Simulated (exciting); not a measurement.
# Ta (Im-3m) in exciting: reference runs

Reference runs on Ta: the cell as given and a disturbed copy.

Everything below comes from runs of exciting (release sodium). Logs are shortened: lines on timing, memory, paths and dates and some standing lists are left out, and cuts for length are marked.

## 1. The crystal as given

The structure is cubic, space group Im-3m (No. 229). Conventional cell: a = 3.303 Å, b = 3.303 Å, c = 3.303 Å, α = 90.00°, β = 90.00°, γ = 90.00°. Ta (site symmetry m-3m) has 8 Ta at 2.86 Å as nearest neighbours.

## 2. Single point, PBEsol

The input, input.xml:

```xml
<input>
  <title>Ta</title>
  <structure speciespath="./" tshift="false">
    <crystal scale="1">
      <basevect>-3.120466955072 3.120466955072 3.120466955072</basevect>
      <basevect>3.120466955072 -3.120466955072 3.120466955072</basevect>
      <basevect>3.120466955072 3.120466955072 -3.120466955072</basevect>
    </crystal>
    <species speciesfile="Ta.xml" rmt="2.3">
      <atom coord="0.000000000000 0.000000000000 0.000000000000"/>
    </species>
  </structure>
  <groundstate do="fromscratch" ngridk="11 11 11" rgkmax="9" gmaxvr="14" lmaxapw="10" lmaxmat="10" lmaxvr="8" xctype="GGA_PBE_SOL" stype="Fermi Dirac" swidth="0.00183747" nempty="12" ValenceRelativity="iora*" epsengy="1e-05" epspot="1e-05" maxscl="60" tforce="true" outputlevel="normal"/>
</input>
```

Potentials or basis: all-electron LAPW+lo, shipped species files, valence relativity iora*.

The run is started by

```bash
> OMP_NUM_THREADS=1 exciting_smp
```

INFO.OUT:

```text
================================================================================
EXCITING SODIUM started
All units are atomic (Hartree, Bohr, etc.)
================================================================================

********************************************************************************
* Ground-state run starting from atomic densities                              *
********************************************************************************

++++++++++++++++++++++++++++++++++++++++++++++++++++++++++++++++++++++++++++++++
+ Starting initialization                                                      +
++++++++++++++++++++++++++++++++++++++++++++++++++++++++++++++++++++++++++++++++

 Lattice vectors (cartesian) :
     -3.1204669551      3.1204669551      3.1204669551
      3.1204669551     -3.1204669551      3.1204669551
      3.1204669551      3.1204669551     -3.1204669551

 Reciprocal lattice vectors (cartesian) :
     -0.0000000000      1.0067700440      1.0067700440
      1.0067700440     -0.0000000000      1.0067700440
      1.0067700440      1.0067700440     -0.0000000000

 Unit cell volume                           :     121.5398664935
 Brillouin zone volume                      :       2.0408958854

 Species :    1 (Ta)
     parameters loaded from                 :    Ta.xml
     name                                   :    tantalum
     nuclear charge                         :     -73.00000000
     electronic charge                      :      73.00000000
     atomic mass                            :  329847.84330000
     muffin-tin radius                      :       2.30000000
     # of radial points in muffin-tin       :     450

     atomic positions (lattice) :
       1 :   0.00000000  0.00000000  0.00000000

 Total number of atoms per unit cell        :       1

 Spin treatment                             :    spin-unpolarised

 Number of Bravais lattice symmetries       :      48
 Number of crystal symmetries               :      48

 k-point grid                               :      11   11   11
 Total number of k-points                   :      56
 k-point set is reduced with crystal symmetries

 R^MT_min * |G+k|_max (rgkmax)              :       9.00000000
 Species with R^MT_min                      :       1 (Ta)
 Maximum |G+k| for APW functions            :       3.91304348
 Maximum |G| for potential and density      :      14.00000000

 G-vector grid sizes                        :      25    25    25
 Total number of G-vectors                  :    5481

 Maximum angular momentum used for
     APW functions                          :      10
     computing H and O matrix elements      :      10
     potential and density                  :       8
     inner part of muffin-tin               :       2

 Total nuclear charge                       :     -73.00000000
 Total electronic charge                    :      73.00000000
 Total core charge                          :      46.00000000
 Total valence charge                       :      27.00000000

 Number of empty states                     :      12
 Total number of valence states             :      26

 Maximum Hamiltonian size                   :     162
 Maximum number of plane-waves              :     135
 Total number of local-orbitals             :      27

 Exchange-correlation type                  :      22
     PBEsol, Phys. Rev. Lett. 100, 136406 (2008)
     Generalised gradient approximation (GGA)

 Smearing scheme                            :    Fermi-Dirac
 Smearing width                             :       0.00183747

 Using multisecant Broyden potential mixing

++++++++++++++++++++++++++++++++++++++++++++++++++++++++++++++++++++++++++++++++
+ Ending initialization                                                        +
++++++++++++++++++++++++++++++++++++++++++++++++++++++++++++++++++++++++++++++++

********************************************************************************
* Groundstate module started                                                   *
********************************************************************************
 Output level for this task is set to normal

++++++++++++++++++++++++++++++++++++++++++++++++++++++++++++++++++++++++++++++++
+ Self-consistent loop started                                                 +
++++++++++++++++++++++++++++++++++++++++++++++++++++++++++++++++++++++++++++++++
 Density and potential initialised from atomic data

++++++++++++++++++++++++++++++++++++++++++++++++++++++++++++++++++++++++++++++++
+ SCF iteration number :    1                                                  +
++++++++++++++++++++++++++++++++++++++++++++++++++++++++++++++++++++++++++++++++
 Total energy                               :    -15608.02128764
 _______________________________________________________________
 Fermi energy                               :         0.47871804
 Kinetic energy                             :     17543.42133765
 Coulomb energy                             :    -32838.74662864
 Exchange energy                            :      -307.74482239
 Correlation energy                         :        -4.95117426

 DOS at Fermi energy (states/Ha/cell)       :        33.39074169

 Electron charges :
     core                                   :        46.00000000
     core leakage                           :         0.00000948
     valence                                :        27.00000000
     interstitial                           :         2.88186819
     charge in muffin-tin spheres :
                  atom     1    Ta          :        70.11813181
     total charge in muffin-tins            :        70.11813181
     total charge                           :        73.00000000
[... 266 lines left out ...]
 Electron charges :
     core                                   :        46.00000000
     core leakage                           :         0.00000905
     valence                                :        27.00000000
     interstitial                           :         2.77361963
     charge in muffin-tin spheres :
                  atom     1    Ta          :        70.22638037
     total charge in muffin-tins            :        70.22638037
     total charge                           :        73.00000000

 RMS change in effective potential (target) :  0.145665E-07  ( 0.100000E-04)
 Absolute change in total energy   (target) :  0.427743E-05  ( 0.100000E-04)
 Charge distance                   (target) :  0.279448E-08  ( 0.100000E-04)
 Abs. change in max-nonIBS-force   (target) :   0.00000      ( 0.500000E-04)

++++++++++++++++++++++++++++++++++++++++++++++++++++++++++++++++++++++++++++++++
| Convergency criteria checked for the last 2 iterations                       +
| Convergence targets achieved. Performing final SCF iteration                 +
++++++++++++++++++++++++++++++++++++++++++++++++++++++++++++++++++++++++++++++++
 Total energy                               :    -15621.47652332
 _______________________________________________________________
 Fermi energy                               :         0.47218852
 Kinetic energy                             :     17534.94619949
 Coulomb energy                             :    -32843.48483722
 Exchange energy                            :      -307.98468755
 Correlation energy                         :        -4.95319804

 DOS at Fermi energy (states/Ha/cell)       :        22.93305804

 Electron charges :
     core                                   :        46.00000000
     core leakage                           :         0.00000905
     valence                                :        27.00000000
     interstitial                           :         2.77361962
     charge in muffin-tin spheres :
                  atom     1    Ta          :        70.22638038
     total charge in muffin-tins            :        70.22638038
     total charge                           :        73.00000000

++++++++++++++++++++++++++++++++++++++++++++++++++++++++++++++++++++++++++++++++
+ Self-consistent loop stopped                                                 +
++++++++++++++++++++++++++++++++++++++++++++++++++++++++++++++++++++++++++++++++
 STATE.OUT is written

--------------------------------------------------------------------------------
- Writing atomic positions and forces                                          -
--------------------------------------------------------------------------------

 Atomic positions (lattice) :
 atom     1  Ta  :     0.00000000    0.00000000    0.00000000

 Total atomic forces including IBS (cartesian) :
 atom     1  Ta  :     0.00000000    0.00000000    0.00000000

 Atomic force components including IBS (cartesian) :
 atom     1  Ta  :     0.00000000    0.00000000    0.00000000   HF force
                 :     0.00000000    0.00000000    0.00000000   core correction
                 :     0.00000000    0.00000000    0.00000000   IBS correction

********************************************************************************
* Groundstate module stopped                                                   *
********************************************************************************

--------------------------------------------------------------------------------
- CAUTION! Warnings have been written in file WARNING.OUT !                    -
--------------------------------------------------------------------------------
================================================================================
| EXCITING SODIUM stopped                                                      =
================================================================================
```

Run time: 29 s. Hardware: 1 thread of Arm Neoverse V1, shared host; peak memory 0.1 GiB.

What came out:

```
Free energy                                       : -425082.0393 eV
Band gap on the k mesh                            : none (metal or under the smearing width)
All electrons inside the program's atomic spheres : Ta 70.23 (radii Ta 2.3 bohr)
```

Caveat: the log's total energy holds no entropy term; the free energy is that total less TS from the occupations. Spin-orbit coupling is left out, which matters for the levels of Ta.

## 3. Single point, PBEsol (cell strained at random at fixed volume)

The input, input.xml:

```xml
<input>
  <title>Ta</title>
  <structure speciespath="./" tshift="false">
    <crystal scale="1">
      <basevect>-3.062743380869 3.126831552660 3.078817391285</basevect>
      <basevect>3.208378904116 -3.073015932083 3.170637293955</basevect>
      <basevect>3.065959694733 3.076232245947 -3.025001770708</basevect>
    </crystal>
    <species speciesfile="Ta.xml" rmt="2.3">
      <atom coord="0.001911000000 -0.023575000000 -0.004103000000"/>
    </species>
  </structure>
  <groundstate do="fromscratch" ngridk="11 11 11" rgkmax="9" gmaxvr="14" lmaxapw="10" lmaxmat="10" lmaxvr="8" xctype="GGA_PBE_SOL" stype="Fermi Dirac" swidth="0.00183747" nempty="12" ValenceRelativity="iora*" epsengy="1e-05" epspot="1e-05" maxscl="60" tforce="true" outputlevel="normal"/>
</input>
```

Potentials or basis: all-electron LAPW+lo, shipped species files, valence relativity iora*.

The run is started by

```bash
> OMP_NUM_THREADS=1 exciting_smp
```

INFO.OUT:

```text
================================================================================
EXCITING SODIUM started
[... 10 lines left out ...]

 Lattice vectors (cartesian) :
     -3.0627433809      3.1268315527      3.0788173913
      3.2083789041     -3.0730159321      3.1706372940
      3.0659596947      3.0762322459     -3.0250017707

 Reciprocal lattice vectors (cartesian) :
     -0.0236634477      1.0042764770      0.9973007403
      0.9786055696     -0.0090327136      0.9826700062
      1.0016350768      1.0126752499     -0.0320622207

 Unit cell volume                           :     121.5398960203
 Brillouin zone volume                      :       2.0408953896

 Species :    1 (Ta)
     parameters loaded from                 :    Ta.xml
     name                                   :    tantalum
     nuclear charge                         :     -73.00000000
     electronic charge                      :      73.00000000
     atomic mass                            :  329847.84330000
     muffin-tin radius                      :       2.30000000
     # of radial points in muffin-tin       :     450

     atomic positions (lattice) :
       1 :   0.00191100  0.97642500  0.99589700

 Total number of atoms per unit cell        :       1

 Spin treatment                             :    spin-unpolarised

 Number of Bravais lattice symmetries       :       2
 Number of crystal symmetries               :       1

 k-point grid                               :      11   11   11
 Total number of k-points                   :    1331
 k-point set is reduced with crystal symmetries

[... 20 lines left out ...]
 Total number of valence states             :      26

 Maximum Hamiltonian size                   :     162
 Maximum number of plane-waves              :     135
 Total number of local-orbitals             :      27

 Exchange-correlation type                  :      22
[... 23 lines left out ...]
+ SCF iteration number :    1                                                  +
++++++++++++++++++++++++++++++++++++++++++++++++++++++++++++++++++++++++++++++++
 Total energy                               :    -15608.07079114
 _______________________________________________________________
 Fermi energy                               :         0.47931861
 Kinetic energy                             :     17543.38311572
 Coulomb energy                             :    -32838.75638524
 Exchange energy                            :      -307.74631700
 Correlation energy                         :        -4.95120461
[... 344 lines left out ...]
 RMS change in effective potential (target) :  0.566817E-08  ( 0.100000E-04)
 Absolute change in total energy   (target) :  0.311356E-06  ( 0.100000E-04)
 Charge distance                   (target) :  0.699271E-09  ( 0.100000E-04)
 Abs. change in max-nonIBS-force   (target) :   0.00000      ( 0.500000E-04)

++++++++++++++++++++++++++++++++++++++++++++++++++++++++++++++++++++++++++++++++
| Convergency criteria checked for the last 2 iterations                       +
| Convergence targets achieved. Performing final SCF iteration                 +
++++++++++++++++++++++++++++++++++++++++++++++++++++++++++++++++++++++++++++++++
 Total energy                               :    -15621.47594523
 _______________________________________________________________
 Fermi energy                               :         0.47187368
 Kinetic energy                             :     17534.95043439
 Coulomb energy                             :    -32843.48765190
 Exchange energy                            :      -307.98549892
 Correlation energy                         :        -4.95322880

 DOS at Fermi energy (states/Ha/cell)       :        34.50001243

 Electron charges :
     core                                   :        46.00000000
     core leakage                           :         0.00000905
     valence                                :        27.00000000
     interstitial                           :         2.77022094
     charge in muffin-tin spheres :
                  atom     1    Ta          :        70.22977906
     total charge in muffin-tins            :        70.22977906
     total charge                           :        73.00000000

++++++++++++++++++++++++++++++++++++++++++++++++++++++++++++++++++++++++++++++++
+ Self-consistent loop stopped                                                 +
++++++++++++++++++++++++++++++++++++++++++++++++++++++++++++++++++++++++++++++++
 STATE.OUT is written

--------------------------------------------------------------------------------
- Writing atomic positions and forces                                          -
--------------------------------------------------------------------------------

 Atomic positions (lattice) :
 atom     1  Ta  :     0.00191100    0.97642500    0.99589700

 Total atomic forces including IBS (cartesian) :
 atom     1  Ta  :     0.00000000    0.00000000    0.00000000

 Atomic force components including IBS (cartesian) :
 atom     1  Ta  :     0.00000000    0.00000000    0.00000000   HF force
                 :     0.00000000    0.00000000    0.00000000   core correction
                 :     0.00000000    0.00000000    0.00000000   IBS correction

********************************************************************************
* Groundstate module stopped                                                   *
********************************************************************************

================================================================================
| EXCITING SODIUM stopped                                                      =
================================================================================
```

Run time: 7.4 min. Hardware: 1 thread of Arm Neoverse V1, shared host; peak memory 0.11 GiB.

Results:

```
Free energy                                       : -425082.0263 eV
Band gap on the k mesh                            : none (metal or under the smearing width)
All electrons inside the program's atomic spheres : Ta 70.23 (radii Ta 2.3 bohr)
```

Caveat: the log's total energy holds no entropy term; the free energy is that total less TS from the occupations.
